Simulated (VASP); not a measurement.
# Au (Fm-3m) in VASP: notebook, part 2 of 2

VASP 6.6.1. Earlier steps stand in the parts before.

## (4) Relaxation of the atoms, PBE (a relaxed cell with its volume scaled by 1.02)

INCAR reads:

```
SYSTEM = Au
PREC = Accurate ; ENCUT = 300
EDIFF = 1E-7 ; ISMEAR = 1
SIGMA = 0.1 ; LREAL = .False.
LASPH = .True. ; NELM = 80
ALGO = Normal ; ISIF = 2
LWAVE = .False. ; LCHARG = .False.
GGA = PE ; IBRION = 2
NSW = 40 ; EDIFFG = -0.01
```

KPOINTS reads:

```
regular mesh
0
Gamma
  8 8 8
  0 0 0
```

POSCAR reads:

```
Au                                      
1.0
    0.0000000000      2.0919973632      2.0919973632
    2.0919973632      0.0000000000      2.0919973632
    2.0919973632      2.0919973632     -0.0000000000
  Au            
     1
Direct
     0.0000000000000000    0.0000000000000000    0.0000000000000000
```

Potentials or basis: VASP PAW PBE potentials, release 64 (Au).

Launch:

```console
cat potpaw_PBE.64/Au/POTCAR > POTCAR
mpirun -np 1 vasp_std > vasp.out
```

OUTCAR:

```text
SYSTEM = Au
   PREC = Accurate
   ENCUT = 300
   EDIFF = 1E-7
   ISMEAR = 1
   LREAL = .False.
   LASPH = .True.
   NELM = 80
   ISIF = 2
   GGA = PE
   IBRION = 2
   NSW = 40
   EDIFFG = -0.01

 ion  position               nearest neighbor table
   1  0.000  0.000  0.000-

  LATTYP: Found a face centered cubic cell.
 ALAT       =     4.1839947264

  Lattice vectors:

 A1 = (   0.0000000000,   2.0919973632,   2.0919973632)
 A2 = (   2.0919973632,   0.0000000000,   2.0919973632)
 A3 = (   2.0919973632,   2.0919973632,   0.0000000000)

Analysis of symmetry for initial positions (statically):
=====================================================================
 Subroutine PRICEL returns:
 Original cell was already a primitive cell.

 Routine SETGRP: Setting up the symmetry group for a
 face centered cubic supercell.

 Subroutine GETGRP returns: Found 48 space group operations
 (whereof 48 operations were pure point group operations)
 out of a pool of 48 trial point group operations.

The static configuration has the point symmetry O_h .

Analysis of symmetry for dynamics (positions and initial velocities):
=====================================================================
 Subroutine PRICEL returns:
 Original cell was already a primitive cell.

 Routine SETGRP: Setting up the symmetry group for a
 face centered cubic supercell.

 Subroutine GETGRP returns: Found 48 space group operations
 (whereof 48 operations were pure point group operations)
 out of a pool of 48 trial point group operations.

The dynamic configuration has the point symmetry O_h .

 Subroutine INISYM returns: Found 48 space group operations
 (whereof 48 operations are pure point group operations),
 and found     1 'primitive' translations

----------------------------------------------------------------------------------------

                                     Primitive cell

  volume of cell :      18.3111

  direct lattice vectors                    reciprocal lattice vectors
     0.000000000  2.091997363  2.091997363    -0.239006037  0.239006037  0.239006037
     2.091997363  0.000000000  2.091997363     0.239006037 -0.239006037  0.239006037
     2.091997363  2.091997363  0.000000000     0.239006037  0.239006037 -0.239006037

  length of vectors
     2.958531043  2.958531043  2.958531043     0.413970600  0.413970600  0.413970600

  position of ions in fractional coordinates (direct lattice)
     0.000000000  0.000000000  0.000000000

  ion indices of the primitive-cell ions
   primitive index   ion index
                 1           1

----------------------------------------------------------------------------------------

 KPOINTS: regular mesh

Automatic generation of k-mesh.
 Grid dimensions read from file:
 generate k-points for:    8    8    8

 Generating k-lattice:

  Cartesian coordinates                     Fractional coordinates (reciprocal lattice)
    -0.029875755  0.029875755  0.029875755     0.125000000  0.000000000  0.000000000
     0.029875755 -0.029875755  0.029875755     0.000000000  0.125000000  0.000000000
     0.029875755  0.029875755 -0.029875755     0.000000000  0.000000000  0.125000000

  Length of vectors
     0.051746325  0.051746325  0.051746325

  Shift w.r.t. Gamma in fractional coordinates (k-lattice)
     0.000000000  0.000000000  0.000000000

 Subroutine IBZKPT returns following result:
 ===========================================

 Found     29 irreducible k-points:

 Following reciprocal coordinates:
            Coordinates               Weight
  0.000000  0.000000  0.000000      1.000000
  0.125000  0.000000  0.000000      8.000000
  0.250000  0.000000  0.000000      8.000000
  0.375000  0.000000  0.000000      8.000000
  0.500000  0.000000  0.000000      4.000000
  0.125000  0.125000  0.000000      6.000000
[... 16 lines left out ...]
  0.500000  0.250000  0.125000     48.000000
 -0.375000  0.250000  0.125000     24.000000
 [... further k-points ...]
   k-points           NKPTS =     29   k-points in BZ     NKDIM =     29   number of bands    NBANDS=      9
   number of dos      NEDOS =    301   number of ions     NIONS =      1
   total plane-waves  NPLWV =   5832
   dimension x,y,z NGX =    18 NGY =   18 NGZ =   18
   dimension x,y,z NGXF=    36 NGYF=   36 NGZF=   36
   ions per type =               1
   NGX,Y,Z   is equivalent  to a cutoff of  10.11, 10.11, 10.11 a.u.
   NGXF,Y,Z  is equivalent  to a cutoff of  20.23, 20.23, 20.23 a.u.
 SYSTEM =  Au
   PREC   = accura    normal or accurate (medium, high low for compatibility)
   ISTART =      0    job   : 0-new  1-cont  2-samecut
   ICHARG =      2    charge: 1-file 2-atom 10-const
   ISPIN  =      1    spin polarized calculation?
   LNONCOLLINEAR =      F non collinear calculations
   LSORBIT =      F    spin-orbit coupling
   LASPH  =      T    aspherical Exc in radial PAW
   ENCUT  =  300.0 eV  22.05 Ry    4.70 a.u.   4.18  4.18  4.18*2*pi/ulx,y,z
   NELM   =     80;   NELMIN=  2; NELMDL= -5     # of ELM steps
   EDIFF  = 0.1E-06   stopping-criterion for ELM
   LREAL  =      F    real-space projection
   EDIFFG = -.1E-01   stopping-criterion for IOM
   NSW    =     40    number of steps for IOM
   IBRION =      2    ionic relax: 0-MD 1-quasi-New 2-CG
   NFREE  =      1    steps in history (QN), initial steepest desc. (CG)
   ISIF   =      2    stress and relaxation
   ISYM   =      2    0-nonsym 1-usesym 2-fastsym
   POTIM  = 0.5000    time-step for ionic-motion
   TEBEG  =    0.0;   TEEND  =   0.0 temperature during run
   PSTRESS=    0.0 pullay stress
   NELECT =      11.0000    total number of electrons
   NUPDOWN=      -1.0000    fix difference up-down
   EMIN   =  10.00;   EMAX   =-10.00  energy-range for DOS
   EFERMI =   0.00;   METHOD = LEGACY
   ISMEAR =     1;   SIGMA  =   0.10  broadening in eV -4-tet -1-fermi 0-gaus
   EFERMI_NEDOS =   21; number of points for ismear=-14 and -15
   IALGO  =     38    algorithm
   IMIX   =      4    mixing-type and parameters
     AMIX     =   0.40;   BMIX     =  1.00
     AMIX_MAG =   1.60;   BMIX_MAG =  1.00
  volume/ion in A,a.u.               =      18.31       123.57
  Fermi-wavevector in a.u.,A,eV,Ry     =   1.381342  2.610358 25.961360  1.908106
  Thomas-Fermi vector in A             =   2.506135
   LORBIT       =      0    0 simple, 1 ext, 2 COOP (PROOUT), +10 PAW based schemes
   GGA     = PE    functional components
   LHFCALC =     F    Hartree Fock is set to
   AEXX    =    0.0000 exact exchange contribution
   IVDW    =     0    specifies the selected vdW correction
   LEPSILON=     F    determine dielectric tensor
   LRPA    =     F    only Hartree local field effects (RPA)
 conjugate gradient relaxation of ions
 non-spin polarized calculation
 Methfessel and Paxton  Order N= 1 SIGMA  =   0.10
  energy-cutoff  :      300.00
  volume of cell :       18.31
 maximum number of plane-waves:       228
 NGX is ok and might be reduce to    18
   NGX =  9   NGY =  9   NGZ =  9

 number of electron      10.9999999 magnetization

 Free energy of the ion-electron system (eV)
  ---------------------------------------------------
  ext. energy  EPLUGINS =         0.00000000
  ---------------------------------------------------
  free energy    TOTEN  =        -3.19050563 eV

  energy without entropy =       -3.18947640  energy(sigma->0) =       -3.19016256

 E-fermi :   8.1880     XC(G=0): -12.2890

 val. band max:        8.1409371852   @ k =   0.5000   0.2500   0.1250
 cond. band min:       8.4203312300   @ k =   0.5000   0.3750   0.1250
 fundamental gap:      0.2793940447
 Fermi energy:         8.1879679430

 k-point     1 :       0.0000    0.0000    0.0000
  band No.  band energies     occupation
      1      -0.7999      2.00000
      2       4.0115      2.00000
      3       4.0115      2.00000
      4       4.0115      2.00000
      5       5.3458      2.00000
      6       5.3458      2.00000
      7      22.9218      0.00000
      8      26.5040      0.00000
      9      26.5040      0.00000
[... 265 lines left out ...]
 k-point    24 :      -0.3750    0.2500    0.1250
  band No.  band energies     occupation
      1       2.5777      2.00000
      2       3.4343      2.00000
      3       4.4356      2.00000
      4       4.7554      2.00000
      5       6.2835      2.00000
      6      10.9233      0.00000
      7      11.0782      0.00000
      8      19.9458      0.00000
      9      21.0294      0.00000

 [... further k-points ...]

------------------------ aborting loop because EDIFF is reached ----------------------------------------

  FORCE on cell =-STRESS in cart. coord.  units (eV):
  Direction    XX          YY          ZZ          XY          YZ          ZX
  --------------------------------------------------------------------------------------
  -------------------------------------------------------------------------------------
  Total       -0.3028789     -0.3028789     -0.3028789     -0.0000000      0.0000000     -0.0000000
  in kB      -26.5012424    -26.5012424    -26.5012424     -0.0000000      0.0000000     -0.0000000
  external PRESSURE =     -26.5012424 kB  Pullay stress =       0.0000000 kB

 VOLUME and BASIS-vectors are now :
 -----------------------------------------------------------------------------
  energy-cutoff  :      300.00
  volume of cell :       18.31
      direct lattice vectors                 reciprocal lattice vectors
     0.000000000  2.091997363  2.091997363    -0.239006037  0.239006037  0.239006037
     2.091997363  0.000000000  2.091997363     0.239006037 -0.239006037  0.239006037
     2.091997363  2.091997363  0.000000000     0.239006037  0.239006037 -0.239006037

 POSITION                                       TOTAL-FORCE (eV/Angst)
 -----------------------------------------------------------------------------------
      0.00000      0.00000      0.00000         0.000000      0.000000      0.000000
 -----------------------------------------------------------------------------------
    total drift:                                0.000000      0.000000      0.000000

  FREE ENERGIE OF THE ION-ELECTRON SYSTEM (eV)
  ---------------------------------------------------
  free  energy   TOTEN  =        -3.1905056343 eV

  energy  without entropy=       -3.1894764002  energy(sigma->0) =       -3.19016256

 reached required accuracy - stopping structural energy minimisation
```

OSZICAR:

```text
N       E                     dE             d eps       ncg     rms          rms(c)
DAV:   1     0.195225932401E+02    0.19523E+02   -0.41150E+03   682   0.657E+02
DAV:   2    -0.334374261593E+01   -0.22866E+02   -0.21243E+02   534   0.137E+02
DAV:   3    -0.344357358287E+01   -0.99831E-01   -0.99822E-01   634   0.972E+00
DAV:   4    -0.344385992245E+01   -0.28634E-03   -0.28634E-03   577   0.538E-01
DAV:   5    -0.344386236085E+01   -0.24384E-05   -0.24394E-05   617   0.474E-02    0.760E+00
DAV:   6    -0.320714938168E+01    0.23671E+00   -0.82857E-01   528   0.866E+00    0.503E+00
DAV:   7    -0.319236598030E+01    0.14783E-01   -0.58338E-02   548   0.229E+00    0.257E+00
DAV:   8    -0.319050396902E+01    0.18620E-02   -0.91637E-04   533   0.294E-01    0.199E-01
DAV:   9    -0.319049981885E+01    0.41502E-05   -0.47523E-06   586   0.214E-02    0.247E-02
DAV:  10    -0.319050571332E+01   -0.58945E-05   -0.24352E-06   528   0.178E-02    0.422E-03
DAV:  11    -0.319050563425E+01    0.79063E-07   -0.24843E-08   416   0.138E-03
   1 F= -.31905056E+01 E0= -.31901626E+01  d E =-.319051E+01
```

Wall time 3.9 s (1 thread of Intel Xeon Platinum 8259CL at 2.50GHz (Skylake/Cascade Lake), shared host); peak memory 0.11 GiB.

Results:

```
Free energy             : -3.1905 eV
Pressure after relaxing : -2.7 GPa
Band gap on the k mesh  : none (metal or under the smearing width)
```

Final structure:
```
CELL_PARAMETERS angstrom
0.00000 2.09200 2.09200
2.09200 0.00000 2.09200
2.09200 2.09200 0.00000
ATOMIC_POSITIONS crystal
Au 0.00000 0.00000 0.00000
```

Caveat: the relaxation stopped at its first step, so nothing moved. Spin-orbit coupling is left out, which matters for the levels of Au.

## (5) Summary

```csv
cell,gap on the mesh (eV),pressure (GPa)
atoms relaxed from: a relaxed cell with its volume scaled by 0.98,none,3.1
atoms relaxed,none,0.0
atoms relaxed from: a relaxed cell with its volume scaled by 1.02,none,-2.7
```

Alike in all rows: task relaxation of the atoms; level PBE; potentials or basis VASP PAW PBE potentials, release 64 (Au); no spin polarisation; k mesh 8 × 8 × 8; cutoff (eV) 300; smearing methfessel-paxton 0.1 eV.

Caveats: the relaxation stopped at its first step, so nothing moved.

Absolute energies hang on the potentials; compare differences alone.
